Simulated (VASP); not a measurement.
# Si2Mo (scan) (I4/mmm) in VASP: single point with r2SCAN

Aim: the single point of Si2Mo (scan) with r2SCAN.

All numbers are computed with VASP 6.6.1; they aren't measurements. Logs are shortened: lines on timing, memory, paths and dates and some standing lists are left out, and cuts for length are marked.

### Step 1. The crystal as given

The structure is tetragonal, space group I4/mmm (No. 139). The conventional cell has a = 3.200 Å, b = 3.200 Å, c = 7.861 Å, α = 90.00°, β = 90.00°, γ = 90.00°. Si (site symmetry 4mm) has 5 Si at 2.61 to 2.63 Å and 5 Mo at 2.62 Å as nearest neighbours. Mo (site symmetry 4/mmm) has 10 Si at 2.62 Å as nearest neighbours.

### Step 2. Single point, r2SCAN

Contents of POSCAR:

```
Si2Mo
1.0
   -1.6000000000      1.6000000000      3.9305000000
    1.6000000000     -1.6000000000      3.9305000000
    1.6000000000      1.6000000000     -3.9305000000
Si Mo
2 1
Direct
    0.3330000000      0.3330000000      0.0000000000
    0.6670000000      0.6670000000      0.0000000000
    0.0000000000      0.0000000000      0.0000000000
```

Contents of INCAR.step1:

```
SYSTEM = Si2Mo
ALGO     = Normal         ! electronic algorithm
EDIFF    = 1E-4           ! SCF threshold, eV
ENCUT    = 520            ! plane-wave cutoff, eV
GGA      = PE             ! functional
ISMEAR   = 0              ! smearing method
LASPH    = .TRUE.         ! aspherical terms in the spheres
LCHARG   = .FALSE.        ! write CHGCAR
LREAL    = .FALSE.        ! projectors in reciprocal space
LWAVE    = .TRUE.         ! write WAVECAR
NBANDS   = 18             ! bands
NELM     = 100            ! most SCF steps
PREC     = Accurate       ! precision mode
SIGMA    = 0.1            ! smearing width, eV
```

Contents of INCAR.step2:

```
SYSTEM = Si2Mo
ALGO     = Normal         ! electronic algorithm
EDIFF    = 1E-6           ! SCF threshold, eV
ENCUT    = 520            ! plane-wave cutoff, eV
ISIF     = 2              ! what is computed and relaxed
ISMEAR   = 0              ! smearing method
ISTART   = 1            
LASPH    = .TRUE.         ! aspherical terms in the spheres
LCHARG   = .TRUE.         ! write CHGCAR
LELF     = .TRUE.         ! ELF
LMIXTAU  = .TRUE.       
LREAL    = .FALSE.        ! projectors in reciprocal space
LVHAR    = .TRUE.       
LWAVE    = .FALSE.        ! write WAVECAR
METAGGA  = R2SCAN         ! meta-GGA
NBANDS   = 18             ! bands
NELM     = 100            ! most SCF steps
PREC     = Accurate       ! precision mode
SIGMA    = 0.1            ! smearing width, eV
```

Contents of KPOINTS:

```
k-points
0
G
  8 8 8
  0 0 0
```

Potentials or basis: VASP PAW PBE potentials, release 64 (Si, Mo_sv).

Started as:

```
> cat potpaw_PBE.64/Si/POTCAR potpaw_PBE.64/Mo_sv/POTCAR > POTCAR
> cp INCAR.step1 INCAR
> mpirun -np 1 vasp_std > vasp.out
> cp INCAR.step2 INCAR
> mpirun -np 1 vasp_std > vasp.out
```

OUTCAR:

```text
SYSTEM = Si2Mo
   EDIFF = 1E-6
   ENCUT = 520
   ISIF = 2
   ISMEAR = 0
   ISTART = 1
   LASPH = .TRUE.
   LREAL = .FALSE.
   METAGGA = R2SCAN
   NELM = 100
   PREC = Accurate

 ion  position               nearest neighbor table
   1  0.333  0.333  0.000-   2 2.61   2 2.61   2 2.61   2 2.61   3 2.62   3 2.62   3 2.62   3 2.62
                             3 2.62   2 2.63
   2  0.667  0.667  0.000-   1 2.61   1 2.61   1 2.61   1 2.61   3 2.62   3 2.62   3 2.62   3 2.62
                             3 2.62   1 2.63
   3  0.000  0.000  0.000-   2 2.62   1 2.62   2 2.62   1 2.62   2 2.62   1 2.62   1 2.62   2 2.62
                             1 2.62   2 2.62

  LATTYP: Found a body centered tetragonal cell.
 ALAT       =     3.2000000000
 C/A-ratio  =     2.4565625000

  Lattice vectors:

 A1 = (  -1.6000000000,   1.6000000000,   3.9305000000)
 A2 = (   1.6000000000,  -1.6000000000,   3.9305000000)
 A3 = (   1.6000000000,   1.6000000000,  -3.9305000000)

Analysis of symmetry for initial positions (statically):
=====================================================================
 Subroutine PRICEL returns:
 Original cell was already a primitive cell.

 Routine SETGRP: Setting up the symmetry group for a
 body centered tetragonal supercell.

 Subroutine GETGRP returns: Found 16 space group operations
 (whereof 16 operations were pure point group operations)
 out of a pool of 16 trial point group operations.

The static configuration has the point symmetry D_4h.

Analysis of symmetry for dynamics (positions and initial velocities):
=====================================================================
 Subroutine PRICEL returns:
 Original cell was already a primitive cell.

 Routine SETGRP: Setting up the symmetry group for a
 body centered tetragonal supercell.

 Subroutine GETGRP returns: Found 16 space group operations
 (whereof 16 operations were pure point group operations)
 out of a pool of 16 trial point group operations.

The dynamic configuration has the point symmetry D_4h.

 Subroutine INISYM returns: Found 16 space group operations
 (whereof 16 operations are pure point group operations),
 and found     1 'primitive' translations

----------------------------------------------------------------------------------------

                                     Primitive cell

  volume of cell :      40.2483

  direct lattice vectors                    reciprocal lattice vectors
    -1.600000000  1.600000000  3.930500000     0.000000000  0.312500000  0.127210279
     1.600000000 -1.600000000  3.930500000     0.312500000  0.000000000  0.127210279
     1.600000000  1.600000000 -3.930500000     0.312500000  0.312500000  0.000000000

  length of vectors
     4.535287229  4.535287229  4.535287229     0.337399918  0.337399918  0.441941738

  position of ions in fractional coordinates (direct lattice)
     0.333000000  0.333000000  0.000000000
     0.667000000  0.667000000  0.000000000
     0.000000000  0.000000000  0.000000000

  ion indices of the primitive-cell ions
   primitive index   ion index
                 1           1
                 2           2
                 3           3

----------------------------------------------------------------------------------------

 KPOINTS: k-points

Automatic generation of k-mesh.
 Grid dimensions read from file:
 generate k-points for:    8    8    8

 Generating k-lattice:

  Cartesian coordinates                     Fractional coordinates (reciprocal lattice)
     0.000000000  0.039062500  0.015901285     0.125000000  0.000000000 -0.000000000
     0.039062500  0.000000000  0.015901285     0.000000000  0.125000000 -0.000000000
     0.039062500  0.039062500  0.000000000     0.000000000  0.000000000  0.125000000

  Length of vectors
     0.042174990  0.042174990  0.055242717

  Shift w.r.t. Gamma in fractional coordinates (k-lattice)
     0.000000000  0.000000000  0.000000000

 Subroutine IBZKPT returns following result:
 ===========================================

 Found     59 irreducible k-points:

 Following reciprocal coordinates:
            Coordinates               Weight
  0.000000  0.000000  0.000000      1.000000
  0.125000  0.000000  0.000000      8.000000
  0.250000  0.000000  0.000000      8.000000
  0.375000  0.000000 -0.000000      8.000000
  0.500000  0.000000  0.000000      4.000000
  0.125000  0.125000  0.000000      8.000000
[... 16 lines left out ...]
  0.250000  0.125000  0.125000     16.000000
  0.375000  0.125000  0.125000      8.000000
 [... further k-points ...]
   k-points           NKPTS =     59   k-points in BZ     NKDIM =     59   number of bands    NBANDS=     18
   number of dos      NEDOS =    301   number of ions     NIONS =      3
   total plane-waves  NPLWV =  46656
   dimension x,y,z NGX =    36 NGY =   36 NGZ =   36
   dimension x,y,z NGXF=    72 NGYF=   72 NGZF=   72
   ions per type =               2   1
   NGX,Y,Z   is equivalent  to a cutoff of  13.20, 13.20, 13.20 a.u.
   NGXF,Y,Z  is equivalent  to a cutoff of  26.39, 26.39, 26.39 a.u.
 SYSTEM =  Si2Mo
   PREC   = accura    normal or accurate (medium, high low for compatibility)
   ISTART =      1    job   : 0-new  1-cont  2-samecut
   ICHARG =      0    charge: 1-file 2-atom 10-const
   ISPIN  =      1    spin polarized calculation?
   LNONCOLLINEAR =      F non collinear calculations
   LSORBIT =      F    spin-orbit coupling
   LASPH  =      T    aspherical Exc in radial PAW
   ENCUT  =  520.0 eV  38.22 Ry    6.18 a.u.   8.43  8.43  8.43*2*pi/ulx,y,z
   NELM   =    100;   NELMIN=  2; NELMDL=  0     # of ELM steps
   EDIFF  = 0.1E-05   stopping-criterion for ELM
   LREAL  =      F    real-space projection
   EDIFFG = 0.1E-04   stopping-criterion for IOM
   NSW    =      0    number of steps for IOM
   IBRION =     -1    ionic relax: 0-MD 1-quasi-New 2-CG
   NFREE  =      0    steps in history (QN), initial steepest desc. (CG)
   ISIF   =      2    stress and relaxation
   ISYM   =      2    0-nonsym 1-usesym 2-fastsym
   POTIM  = 0.5000    time-step for ionic-motion
   TEBEG  =    0.0;   TEEND  =   0.0 temperature during run
   PSTRESS=    0.0 pullay stress
   NELECT =      22.0000    total number of electrons
   NUPDOWN=      -1.0000    fix difference up-down
   EMIN   =  10.00;   EMAX   =-10.00  energy-range for DOS
   EFERMI =   0.00;   METHOD = LEGACY
   ISMEAR =     0;   SIGMA  =   0.10  broadening in eV -4-tet -1-fermi 0-gaus
   EFERMI_NEDOS =   21; number of points for ismear=-14 and -15
   IALGO  =     38    algorithm
   IMIX   =      4    mixing-type and parameters
     AMIX     =   0.40;   BMIX     =  1.00
     AMIX_MAG =   1.60;   BMIX_MAG =  1.00
  volume/ion in A,a.u.               =      13.42        90.54
  Fermi-wavevector in a.u.,A,eV,Ry     =   1.338546  2.529484 24.377614  1.791704
  Thomas-Fermi vector in A             =   2.467007
   LORBIT       =      0    0 simple, 1 ext, 2 COOP (PROOUT), +10 PAW based schemes
   METAGGA = R2SCAN    functional components
   LHFCALC =     F    Hartree Fock is set to
   AEXX    =    0.0000 exact exchange contribution
   IVDW    =     0    specifies the selected vdW correction
   LEPSILON=     F    determine dielectric tensor
   LRPA    =     F    only Hartree local field effects (RPA)
 non-spin polarized calculation
 Gauss-broadening in eV      SIGMA  =   0.10
  energy-cutoff  :      520.00
  volume of cell :       40.25
 maximum number of plane-waves:      1108
 NGX is ok and might be reduce to    36
   NGX = 17   NGY = 17   NGZ = 17

 number of electron      22.0000000 magnetization

 Free energy of the ion-electron system (eV)
  ---------------------------------------------------
  ext. energy  EPLUGINS =         0.00000000
  ---------------------------------------------------
  free energy    TOTEN  =       -45.01162433 eV

  energy without entropy =      -45.01090562  energy(sigma->0) =      -45.01126498

 E-fermi :  12.1992     XC(G=0): -13.3873

 val. band max:       11.9811105421   @ k =  -0.2500  -0.3750   0.2500
 cond. band min:      12.2464434487   @ k =  -0.3750   0.5000   0.3750
 fundamental gap:      0.2653329066
 Fermi energy:        12.1991511743

 k-point     1 :       0.0000    0.0000    0.0000
  band No.  band energies     occupation
      1     -50.3772      2.00000
      2     -23.8355      2.00000
      3     -23.7131      2.00000
      4     -23.7131      2.00000
      5      -1.9581      2.00000
      6       5.5516      2.00000
[... 10 lines left out ...]
     17      17.5557      0.00000
     18      17.5557      0.00000

 k-point     2 :       0.1250    0.0000    0.0000
  band No.  band energies     occupation
      1     -50.3742      2.00000
      2     -23.8324      2.00000
      3     -23.7548      2.00000
      4     -23.7092      2.00000
      5      -1.6591      2.00000
      6       5.5570      2.00000
[... 10 lines left out ...]
     17      17.9739      0.00000
     18      19.0874      0.00000

 k-point     3 :       0.2500    0.0000    0.0000
  band No.  band energies     occupation
      1     -50.3668      2.00000
      2     -23.8548      2.00000
      3     -23.8243      2.00000
      4     -23.6996      2.00000
      5      -0.7966      2.00000
      6       5.1737      2.00000
[... 10 lines left out ...]
     17      19.5594      0.00000
     18      21.7544      0.00000

 k-point     4 :       0.3750    0.0000   -0.0000
  band No.  band energies     occupation
      1     -50.3593      2.00000
      2     -23.9526      2.00000
      3     -23.8167      2.00000
      4     -23.6900      2.00000
      5       0.5301      2.00000
      6       3.8430      2.00000
[... 10 lines left out ...]
     17      19.3049      0.00000
     18      21.3534      0.00000

 k-point     5 :       0.5000    0.0000    0.0000
  band No.  band energies     occupation
      1     -50.3563      2.00000
      2     -23.9927      2.00000
      3     -23.8134      2.00000
      4     -23.6860      2.00000
      5       2.0856      2.00000
      6       2.2350      2.00000
[... 10 lines left out ...]
     17      18.8774      0.00000
     18      19.8443      0.00000

 k-point     6 :       0.1250    0.1250    0.0000
  band No.  band energies     occupation
      1     -50.3711      2.00000
      2     -23.8309      2.00000
      3     -23.7533      2.00000
      4     -23.7479      2.00000
      5      -1.2853      2.00000
      6       5.1997      2.00000
[... 307 lines left out ...]
 k-point    21 :       0.5000    0.5000    0.0000
  band No.  band energies     occupation
      1     -50.3363      2.00000
      2     -23.9496      2.00000
      3     -23.9453      2.00000
      4     -23.7818      2.00000
      5       2.7246      2.00000
      6       5.0922      2.00000
[... 10 lines left out ...]
     17      18.0043      0.00000
     18      20.7178      0.00000

 k-point    22 :       0.1250    0.1250    0.1250
  band No.  band energies     occupation
      1     -50.3566      2.00000
      2     -23.8422      2.00000
      3     -23.8305      2.00000
      4     -23.8095      2.00000
      5       0.0966      2.00000
      6       5.4434      2.00000
[... 10 lines left out ...]
     17      17.8380      0.00000
     18      21.1845      0.00000

 k-point    23 :       0.2500    0.1250    0.1250
  band No.  band energies     occupation
      1     -50.3493      2.00000
      2     -23.9314      2.00000
      3     -23.8233      2.00000
      4     -23.8011      2.00000
      5       1.2845      2.00000
      6       4.3238      2.00000
[... 10 lines left out ...]
     17      19.2105      0.00000
     18      20.8243      0.00000

 k-point    24 :       0.3750    0.1250    0.1250
  band No.  band energies     occupation
      1     -50.3463      2.00000
      2     -23.9702      2.00000
      3     -23.8180      2.00000
      4     -23.7976      2.00000
      5       2.5252      2.00000
      6       3.0198      2.00000
[... 10 lines left out ...]
     17      19.4238      0.00000
     18      21.0766      0.00000

 [... further k-points ...]

------------------------ aborting loop because EDIFF is reached ----------------------------------------

  FORCE on cell =-STRESS in cart. coord.  units (eV):
  Direction    XX          YY          ZZ          XY          YZ          ZX
  --------------------------------------------------------------------------------------
  -------------------------------------------------------------------------------------
  Total       -0.0104007     -0.0104007     -0.7634931      0.0000000      0.0000000      0.0000000
  in kB       -0.4140252     -0.4140252    -30.3926052      0.0000000      0.0000000      0.0000000
  external PRESSURE =     -10.4068852 kB  Pullay stress =       0.0000000 kB

 VOLUME and BASIS-vectors are now :
 -----------------------------------------------------------------------------
  energy-cutoff  :      520.00
  volume of cell :       40.25
      direct lattice vectors                 reciprocal lattice vectors
    -1.600000000  1.600000000  3.930500000     0.000000000  0.312500000  0.127210279
     1.600000000 -1.600000000  3.930500000     0.312500000  0.000000000  0.127210279
     1.600000000  1.600000000 -3.930500000     0.312500000  0.312500000  0.000000000

 POSITION                                       TOTAL-FORCE (eV/Angst)
 -----------------------------------------------------------------------------------
      0.00000      0.00000      2.61771         0.000000      0.000000      0.380035
      0.00000      0.00000      5.24329         0.000000      0.000000     -0.380035
      0.00000      0.00000      0.00000        -0.000000     -0.000000      0.000000
 -----------------------------------------------------------------------------------
    total drift:                                0.000000      0.000000     -0.000000

  FREE ENERGIE OF THE ION-ELECTRON SYSTEM (eV)
  ---------------------------------------------------
  free  energy   TOTEN  =       -45.0116243344 eV

  energy  without entropy=      -45.0109056215  energy(sigma->0) =      -45.01126498
```

It took 2.7 min on 1 thread of AMD EPYC 9R45 (Zen 5), shared host; peak memory 0.2 GiB.

Results:

* Free energy: -45.0116 eV
* Pressure: -1.0 GPa
* Largest force: 0.380 eV/Å
* Band gap on the k mesh: none (metal or under the smearing width)

Forces on the atoms (eV/Å):
```
Si   0.000  0.000  0.380
Si   0.000  0.000 -0.380
Mo   0.000  0.000  0.000
```

Stress tensor (GPa, compression positive):
```
-0.04  0.00  0.00
 0.00 -0.04  0.00
 0.00  0.00 -3.04
```

Caveat: the PAW data sets were made with another functional, which shifts forces and pressure a little.
